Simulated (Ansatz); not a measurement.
# In2O3 (R-3c) in Ansatz: settings compared

Aim: see how the results for In2O3 move with the level of theory and the settings. Levels: PBEsol, r2SCAN, LDA, PBE. Tasks: relaxation of cell and atoms.

Program: Ansatz 0.2.0. These are calculated values, not measurements. Logs are shortened: lines on timing, memory, paths and dates and some standing lists are left out, and cuts for length are marked.

### 1 Starting point

Symmetry: R-3c, No. 167, trigonal system. The conventional cell has a = 5.487 Å, b = 5.487 Å, c = 14.510 Å, α = 90.00°, β = 90.00°, γ = 120.00°. In (site symmetry 3) is surrounded by 6 O at 2.12 to 2.26 Å. O (site symmetry 2) is surrounded by 4 In at 2.12 to 2.26 Å.

### 2 Relaxation of cell and atoms, PBEsol

File input.yaml:

```yaml
crystal:
  lattice:
    - [2.7435, 1.5839604635, 4.8366666667]
    - [-2.7435, 1.5839604635, 4.8366666667]
    - [0.0, -3.167920927, 4.8366666667]
  atoms:
    - { symbol: In, position: [0.85731, 0.85731, 0.85731] }
    - { symbol: In, position: [0.64269, 0.64269, 0.64269] }
    - { symbol: In, position: [0.14269, 0.14269, 0.14269] }
    - { symbol: In, position: [0.35731, 0.35731, 0.35731] }
    - { symbol: O, position: [0.048, 0.75, 0.452] }
    - { symbol: O, position: [0.75, 0.452, 0.048] }
    - { symbol: O, position: [0.452, 0.048, 0.75] }
    - { symbol: O, position: [0.952, 0.25, 0.548] }
    - { symbol: O, position: [0.25, 0.548, 0.952] }
    - { symbol: O, position: [0.548, 0.952, 0.25] }
hamiltonian:
  xc: pbesol
  pseudopotentials: { kind: paw }
kpoints:
  mp_grid: { grid: [6, 6, 6] }
scf:
  occupations: { method: fermi_dirac, width: 0.05 }
output:
  forces: true
  stress: true
  eigenvalues: true
  write_density: true
  write_potential: true
  elf: true
  volumetric_format: npy
relax:
  f_tol: 0.01
  max_steps: 40
  cell: { stress_tol: 0.05 }
```

Potentials or basis: Ansatz PAW.

Command:

```bash
$ ansatz run input.yaml --threads 4 --pin off --max-ram 11264MiB --backend cpu --events-out ev --progress --plain --runs-dir out
```

The program printed:

```text
Warning: RAYON_NUM_THREADS=4 ignored (pool sized by the plan → 4); use --threads N
Engine: ansatz 0.2.0, x86_64-unknown-linux-gnu
Pseudopotentials: kind: paw
Pseudopotential: In, paw, valence charge 13, recommended cutoff 420 eV (normal), In.paw.azcp
Pseudopotential: O, paw, valence charge 6, recommended cutoff 420 eV (normal), O.paw.azcp
Functional definition: PBEsol
  exchange = pbesol_x
  correlation = pbesol_c
Crystal: 10 atoms, lattice volume = 126.109 Å³
Basis set: ecut = 420 eV, 2453 PW (Γ), exchange–correlation on 80×80×80 points (8 copies of the dense FFT grid, shifted against one another)
Bands: 54, of which v1, the nominal top of the filled ones, is band 44 counted from 1 (43 counted from 0)
Symmetry: 12 space group operations
Space group: R-3c (ITA 167), of the structure as read, at distance tolerance 5.0e-5 Å
k-points: 32 of 216
Non-local potential: In, projectors of the file, l = 0: 2, l = 1: 2, l = 2: 2, l = 3: 2
Non-local potential: O, projectors of the file, l = 0: 2, l = 1: 2, l = 2: 1
PAW form: soft (Blöchl's): semilocal exchange-correlation on the pseudo side does not see the compensation charge
PAW frozen core: In, regenerated for the run's functional, and the local potential with it (the file was generated under x = pbe(κ = 0.804, μ = 0.2195149727645171), c = pbe(β = 0.06672455060314922))
PAW frozen core: O, regenerated for the run's functional, and the local potential with it (the file was generated under x = pbe(κ = 0.804, μ = 0.2195149727645171), c = pbe(β = 0.06672455060314922))
PAW one-centre angular grid: In, 590 points (default); XC on 64 Gauss nodes
PAW one-centre angular grid: O, 110 points (default); XC on 64 Gauss nodes
Initial density: superposition of atomic densities (neutral atoms: chi_scale 0, normalization atom), corrected by the library's trained network
Initial wavefunctions: pseudopotential atomic-orbital guess
Functional: x = pbesol(κ = 0.804, μ = 0.12345679012345678), c = pbesol(β = 0.046)
SCF iter   1: F=—  HF=-25467.645467 eV  |F-HF|=—  |Δ(HF+E_count)|=         —  Δρ=1.66e-2  dr2=2.83e-1  ethr=1.77e-3  ⟨swp⟩=6.2  Hψ=7119  notcnv=0  defer=15
preconditioner: auto → Resta (q_TF=auto, 2.569 Å⁻¹)  ε∞=4.7  [insulator: Δε(μ)=1.051 eV  Ē_g=16.203 eV  σ=0.050 eV  W_gap=1.00  n_scr=32 (ndim 8)  ℏωp=31.0 eV  f_vac=0.019  D(μ)=0.00/eV (n_scr^D=0)  ε∞_Penn≈4.7]
SCF iter   2: F=—  HF=-25467.568522 eV  |F-HF|=—  |Δ(HF+E_count)|=   7.69e-2  Δρ=3.03e-3  dr2=5.58e-3  ethr=3.22e-4  ⟨swp⟩=2.0  Hψ=2663  notcnv=0  defer=138
SCF iter   3: F=—  HF=-25467.567200 eV  |F-HF|=—  |Δ(HF+E_count)|=   1.32e-3  Δρ=1.22e-3  dr2=1.27e-3  ethr=6.34e-6  ⟨swp⟩=2.0  Hψ=2773  notcnv=0  defer=138
SCF iter   4: F=—  HF=-25467.567116 eV  |F-HF|=—  |Δ(HF+E_count)|=   8.42e-5  Δρ=4.21e-4  dr2=1.82e-4  ethr=1.44e-6  ⟨swp⟩=2.0  Hψ=2230  notcnv=0  defer=138
SCF iter   5: F=—  HF=-25467.567125 eV  |F-HF|=—  |Δ(HF+E_count)|=   9.50e-6  Δρ=6.48e-5  dr2=7.78e-6  ethr=2.07e-7  ⟨swp⟩=2.1  Hψ=2794  notcnv=0  defer=138
SCF iter   6: F=—  HF=-25467.567129 eV  |F-HF|=—  |Δ(HF+E_count)|=   3.71e-6  Δρ=8.87e-6  dr2=1.45e-7  ethr=8.84e-9  ⟨swp⟩=2.8  Hψ=3127  notcnv=0  defer=138
SCF iter   7: F=-25467.567129 eV  HF=-25467.567129 eV  |F-HF|=3.76e-9  |Δ(HF+E_count)|=   9.90e-8  Δρ=1.79e-6  dr2=5.59e-9  ethr=1.14e-10  ⟨swp⟩=13.9  Hψ=12371  notcnv=0
SCF 1 converged in 7 iterations: F = -25467.567129 eV  dr2 = 5.59e-9
relax step   1: F+E_penalty+E_count = -25467.56712919 eV  Δ(F+E_penalty+E_count) = +0.000e0 eV  max|allowed force component| = 1.581e-1 eV/Å  Δτ_max = 0.0000 Å  P = +2.047 GPa  Ω = 126.109 Å³  (7 SCF iters, dr2 threshold 1.00e-7 eV, accepted)
Crystal: 10 atoms, lattice volume = 127.501 Å³
Basis set: ecut = 420 eV, 2489 PW (Γ), exchange–correlation on 80×80×80 points (8 copies of the dense FFT grid, shifted against one another)
Initial density: handed on by an earlier stage of this run
Initial wavefunctions: those handed on with the density
iter 1 solved again at ethr=7.46e-6 eV; its pass at ethr=3.10e-3 eV (dr2=6.57e-3 eV) is discarded
[... 64 lines left out ...]
SCF iter   3: F=—  HF=-25467.582310 eV  |F-HF|=—  |Δ(HF+E_count)|=   3.58e-9  Δρ=1.09e-6  dr2=8.65e-10  ethr=4.52e-12  ⟨swp⟩=2.0  Hψ=2269  notcnv=0
SCF iter   4: F=—  HF=-25467.582310 eV  |F-HF|=—  |Δ(HF+E_count)|=  3.57e-10  Δρ=2.59e-7  dr2=1.07e-10  ethr=1.00e-12  ⟨swp⟩=2.0  Hψ=2299  notcnv=0
SCF iter   5: F=-25467.582310 eV  HF=-25467.582310 eV  |F-HF|=3.64e-12  |Δ(HF+E_count)|=  8.37e-11  Δρ=4.19e-8  dr2=2.20e-12  ethr=1.00e-12  ⟨swp⟩=6.7  Hψ=8287  notcnv=0
SCF 8 converged in 5 iterations: F = -25467.582310 eV  dr2 = 2.20e-12
relax step   8: F+E_penalty+E_count = -25467.58230966 eV  Δ(F+E_penalty+E_count) = -3.915e-4 eV  max|allowed force component| = 7.612e-4 eV/Å  Δτ_max = 0.0000 Å  P = -0.006 GPa  Ω = 127.517 Å³  stress off target by 9.79e-3 GPa  SCF on the basis re-selected at this cell (its energy is not comparable with the rows above)  (5 SCF iters)
basis re-selected at this cell: Δ(F+E_penalty+E_count) = -3.915e-4 eV, ΔP = +0.002 GPa vs the last step (what re-selecting the basis moved, of the pressure what is left beyond the Pulay correction that the steps carried, after the strain that the cell walked since its last selection, with what the two solves' SCF thresholds leave and, on support functions, any second-order correction that the steps lacked; it is no measure of the basis error at this ecutwfc). This SCF's stress stands 9.79e-3 GPa from its target on what of the cell is left free (relax.cell.stress_tol is 5.00e-2 GPa) and its largest allowed force component is 7.61e-4 eV/Å (relax.f_tol is 1.00e-2 eV/Å): within both
SCF converged after 5 iterations
Free energy (F): -25467.582310 eV
Harris-Foulkes:  -25467.582310 eV  (|F-HF|=3.64e-12)
Internal energy: -25467.582308 eV  (E = F + TS)
E sigma→0 (E₀):  -25467.582309 eV
Entropy (-TS):   -0.000001 eV (-0.000 meV/atom)
Fermi energy:    9.338056 eV
--- Per-component energies (eV) ---
  E_band       = 16.138385
  E_kinetic    = 2029.188672
  E_local      = -5894.666897  (includes V_loc(G=0)·N_el)
  E_nonlocal   = 1780.309743
  E_hartree    = 2257.595538
  E_xc         = -1284.363232
  E_vxc        = -953.445959  (∫ρ·V_xc dr)
  E_paw        = -17273.591913  (= ΣΔE_a)
  E_vpaw       = -1460.452611  (= ΣTr[D̂ρ^β])
  E_aug_tail   = 0.014318  (compensation charges beyond the density's cutoff)
  E_ewald      = -7083.223875
  E_core_change = 1.155337  (= ΣΔE_core)
  E_smearing   = -0.000001  (= −TS)
  E_closure    = -0.000000  (closes the sum)
  Σ components = -25467.582310   (vs F -25467.582310, Δ=0.00e0)
--- Forces (eV/Å), atoms counted from 1 ---
  atom   1  In    -0.00000000     0.00000000     0.00008272
  atom   2  In    -0.00000000     0.00000000    -0.00008272
  atom   3  In     0.00000000    -0.00000000    -0.00008272
  atom   4  In     0.00000000    -0.00000000     0.00008272
  atom   5  O     -0.00038059    -0.00065920    -0.00000000
  atom   6  O     -0.00038059     0.00065920     0.00000000
  atom   7  O      0.00076118    -0.00000000    -0.00000000
  atom   8  O      0.00038059     0.00065920     0.00000000
  atom   9  O      0.00038059    -0.00065920    -0.00000000
  atom  10  O     -0.00076118     0.00000000     0.00000000
  max |Σ_I F_I| component: 1.28e-17 eV/Å
--- Stress (GPa, compression-positive) ---
       -0.004299       0.000000      -0.000000
        0.000000      -0.004299      -0.000000
       -0.000000      -0.000000      -0.009789
  P = ⅓ Tr σ = -0.0061 GPa (-0.061 kbar)
--- Band table (eV; the first three rows and the last of 32) ---
  k-point 0: bands = ["-8.8556", "-7.9506", "-7.9506", "-7.7376", "-7.7376", "-7.6504", "-3.5924", "-3.5924", "-3.4392", "-3.4349", "-3.4349", "-3.3046", "-3.2800", "-3.2800", "-3.2365", "-3.2365", "-3.1827", "-3.1827", "-3.0668", "-3.0641", "-3.0641", "-3.0520", "-2.7681", "-2.7681", "-2.0585", "-2.0585", "2.9925", "3.3375", "4.6175", "4.6175", "5.3424", "5.6716", "6.0101", "6.0101", "6.1861", "7.9076", "7.9076", "8.1792", "8.2959", "8.2959", "8.4159", "8.4159", "8.6283", "8.6283", "9.7943", "14.0437", "14.7898", "15.7948", "17.7286", "17.7286", "17.8466", "18.0584", "18.3781", "18.3781"]
  k-point 1: bands = ["-8.7781", "-7.9417", "-7.9356", "-7.8079", "-7.7541", "-7.6760", "-3.5757", "-3.5620", "-3.4628", "-3.4430", "-3.4135", "-3.3225", "-3.2686", "-3.2636", "-3.2559", "-3.2398", "-3.1942", "-3.1804", "-3.0880", "-3.0618", "-3.0606", "-2.9804", "-2.7946", "-2.7514", "-2.1745", "-2.0964", "3.1109", "3.3317", "4.2927", "4.9877", "5.1468", "5.8315", "6.1491", "6.4130", "6.6255", "7.1176", "7.7781", "7.8190", "8.1697", "8.1835", "8.4047", "8.4708", "8.4795", "8.6225", "10.6985", "14.3574", "14.6504", "15.5143", "16.7391", "17.2885", "18.0913", "18.1621", "18.9053", "18.9629"]
  k-point 2: bands = ["-8.5673", "-8.0083", "-7.9086", "-7.8914", "-7.7986", "-7.7403", "-3.5528", "-3.5133", "-3.4585", "-3.4347", "-3.3890", "-3.3431", "-3.3067", "-3.2858", "-3.2481", "-3.2388", "-3.1871", "-3.1642", "-3.1268", "-3.0630", "-3.0554", "-2.9064", "-2.7612", "-2.7043", "-2.4030", "-2.2312", "3.3617", "3.5864", "3.8524", "5.0340", "5.5655", "5.9757", "6.1392", "6.6148", "6.9998", "7.1234", "7.4082", "7.4658", "8.0033", "8.0410", "8.0678", "8.1458", "8.5419", "8.6791", "12.1240", "14.4191", "14.5482", "14.8154", "16.3557", "16.9238", "17.8428", "18.4915", "18.6389", "18.8285"]
  k-point 31: bands = ["-8.2914", "-8.2914", "-7.8466", "-7.8466", "-7.8466", "-7.8466", "-3.4892", "-3.4892", "-3.4735", "-3.4735", "-3.4735", "-3.4735", "-3.3025", "-3.3025", "-3.3025", "-3.3025", "-3.0804", "-3.0804", "-3.0804", "-3.0804", "-2.9618", "-2.9618", "-2.5005", "-2.5005", "-2.5005", "-2.5005", "3.6407", "3.6407", "5.0288", "5.0288", "5.7416", "5.7416", "5.7416", "5.7416", "6.6679", "6.6679", "7.5729", "7.5729", "7.5729", "7.5729", "8.4846", "8.4846", "8.4846", "8.4846", "12.9476", "12.9476", "15.7045", "15.7045", "16.8031", "16.8031", "18.2581", "18.2581", "18.2581", "18.2581"]
--- Relaxed structure (6 steps of the walk, 6 accepted, 2 SCFs on fresh bases) ---
  F+E_penalty+E_count = -25467.58230966 eV   max|allowed force component| = 7.612e-4 eV/Å   (the final SCF, on the basis selected at the relaxed cell)
  cell:  # Å, volume = 127.5166 Å³
    - [2.756232948641446, 1.5913118348474549, 4.845563745237538]
    - [-2.756232948641446, 1.5913118348474549, 4.845563745237538]
    - [2.319973272670404e-18, -3.1826236696949097, 4.845563745237538]
  atoms:
    - { symbol: In, position: [0.857450185800923, 0.857450185800923, 0.857450185800923] }
    - { symbol: In, position: [0.6425498141990768, 0.6425498141990768, 0.6425498141990768] }
    - { symbol: In, position: [0.14254981419907697, 0.14254981419907697, 0.14254981419907697] }
    - { symbol: In, position: [0.35745018580092297, 0.35745018580092297, 0.35745018580092297] }
    - { symbol: O, position: [0.04588306884748672, 0.7499999999999999, 0.45411693115251317] }
    - { symbol: O, position: [0.7499999999999998, 0.4541169311525131, 0.04588306884748666] }
    - { symbol: O, position: [0.45411693115251317, 0.04588306884748666, 0.7499999999999999] }
    - { symbol: O, position: [0.9541169311525132, 0.2499999999999999, 0.5458830688474867] }
    - { symbol: O, position: [0.2499999999999999, 0.5458830688474867, 0.9541169311525131] }
    - { symbol: O, position: [0.5458830688474867, 0.9541169311525131, 0.24999999999999994] }
```

Run time: 24 s. Hardware: 4 threads of AMD EPYC 7R43 (Zen 3), shared host; peak memory 0.66 GiB.

What came out:

* Free energy: -25467.5823 eV
* Relaxed volume: 12.75 Å³/atom
* Relaxed cell: a = 5.797 Å, b = 5.797 Å, c = 5.797 Å, α = 56.78°, β = 56.78°, γ = 56.78°
* Space group after relaxing (to 0.05 Å): R-3c (No. 167)
* Energy gained by relaxing: 1.5 meV/atom
* Ionic steps: 8
* Pressure after relaxing: 0.0 GPa
* Band gap on the k mesh: 1.12 eV, indirect (least direct gap 1.17 eV)

Step by step:
```tsv
step	energy change (eV)	largest force (eV/Å)	volume (Å³)
1	0.0000	0.1581	126.11
2	-0.0069	0.0835	127.50
3	-0.0080	0.0245	127.47
4	-0.0085	0.0151	127.42
5	-0.0085	0.0022	127.43
6	-0.0151	0.0027	127.43
7	-0.0148	0.0007	127.52
8	-0.0152	0.0008	127.52
```

Final structure:
```
In O
1.0
     2.75623    1.59131    4.84556
    -2.75623    1.59131    4.84556
     0.00000   -3.18262    4.84556
In O
4 6
Direct
  0.85745 0.85745 0.85745
  0.64255 0.64255 0.64255
  0.14255 0.14255 0.14255
  0.35745 0.35745 0.35745
  0.04588 0.75000 0.45412
  0.75000 0.45412 0.04588
  0.45412 0.04588 0.75000
  0.95412 0.25000 0.54588
  0.25000 0.54588 0.95412
  0.54588 0.95412 0.25000
```

Levels at points of the mesh, in eV from the valence-band top:
```csv
k point,band 42,band 43,band 44,band 45,band 46,band 47
"(0.00, 0.00, 0.00)",-0.26,-0.05,-0.05,1.12,5.36,6.11
"(0.00, 0.00, -0.50)",-0.74,-0.06,-0.06,4.82,4.82,5.74
"(0.00, -0.50, -0.50)",-0.34,-0.09,-0.04,5.05,5.38,6.33
"(-0.50, -0.50, -0.50)",-0.19,-0.19,-0.19,4.27,4.27,7.03
```

Caveat: the plane-wave basis is chosen anew once the cell has moved, so the energies of steps on either side of that aren't comparable; the pressure holds a Pulay correction of +0.7 GPa for the finite cutoff; spin-orbit coupling is left out, which moves the levels of the heavy elements; the PAW data sets come from PBE, with cores solved anew for the run's functional, which leaves a small shift of forces and pressure.

### 3 Relaxation of cell and atoms, r2SCAN

Changes to input.yaml since step 2:

```diff
@@ -17,3 +17,3 @@
 hamiltonian:
-  xc: pbesol
+  xc: r2scan
   pseudopotentials: { kind: paw }
@@ -27,6 +27,2 @@
   eigenvalues: true
-  write_density: true
-  write_potential: true
-  elf: true
-  volumetric_format: npy
 relax:
```

Potentials or basis: Ansatz PAW.

Command:

```bash
$ ansatz run input.yaml --threads 4 --pin off --max-ram 11264MiB --backend cpu --events-out ev --progress --plain --runs-dir out
```

It took 32 s on 4 threads of AMD EPYC 7R43 (Zen 3), shared host; peak memory 1 GiB.

The run converged. Its results:

```yaml
Free_energy: -25861.4693 eV
Relaxed_volume: 12.75 Å³/atom
Relaxed_cell: a = 5.802 Å, b = 5.802 Å, c = 5.802 Å, α = 56.67°, β = 56.67°, γ = 56.67°
Space_group_after_relaxing_to_0.05_Å: R-3c (No. 167)
Energy_gained_by_relaxing: 1.3 meV/atom
Ionic_steps: 6
Pressure_after_relaxing: 0.0 GPa
Band_gap_on_the_k_mesh: 1.80 eV, indirect (least direct gap 1.84 eV)
```

The path:
```
step  energy change (eV)  largest force (eV/Å)  volume (Å³)
   1              0.0000                0.1305       126.11
   2             -0.0106                0.0864       127.60
   3             -0.0115                0.0254       127.57
   4             -0.0118                0.0131       127.51
   5             -0.0119                0.0015       127.51
   6             -0.0126                0.0015       127.51
```

Final structure:
```
In O
1.0
     2.75394    1.58999    4.85342
    -2.75394    1.58999    4.85342
     0.00000   -3.17997    4.85342
In O
4 6
Direct
  0.85707 0.85707 0.85707
  0.64293 0.64293 0.64293
  0.14293 0.14293 0.14293
  0.35707 0.35707 0.35707
  0.04657 0.75000 0.45343
  0.75000 0.45343 0.04657
  0.45343 0.04657 0.75000
  0.95343 0.25000 0.54657
  0.25000 0.54657 0.95343
  0.54657 0.95343 0.25000
```

Levels at points of the mesh, in eV from the valence-band top:
| k point | band 40 | band 41 | band 42 | band 43 | band 44 | band 45 | band 46 | band 47 | band 48 | band 49 |
| --- | --- | --- | --- | --- | --- | --- | --- | --- | --- | --- |
| (0.00, 0.00, 0.00) | -0.39 | -0.26 | -0.26 | -0.03 | -0.03 | 1.80 | 6.18 | 6.96 | 7.92 | 10.02 |
| (0.00, 0.00, -0.50) | -0.90 | -0.71 | -0.71 | -0.06 | -0.06 | 5.52 | 5.52 | 6.55 | 6.55 | 9.13 |
| (0.00, -0.50, -0.50) | -0.84 | -0.55 | -0.32 | -0.07 | -0.03 | 5.78 | 6.09 | 7.12 | 7.17 | 8.05 |
| (-0.50, -0.50, -0.50) | -1.09 | -0.19 | -0.19 | -0.19 | -0.19 | 4.95 | 4.95 | 7.88 | 7.88 | 8.99 |

Caveat: the plane-wave basis is chosen anew once the cell has moved, so the energies of steps on either side of that aren't comparable; spin-orbit coupling is left out, which moves the levels of the heavy elements; the PAW data sets come from PBE, with cores solved anew for the run's functional, which leaves a small shift of forces and pressure. A k mesh can miss the band edges.

[end of part 1 of 2]
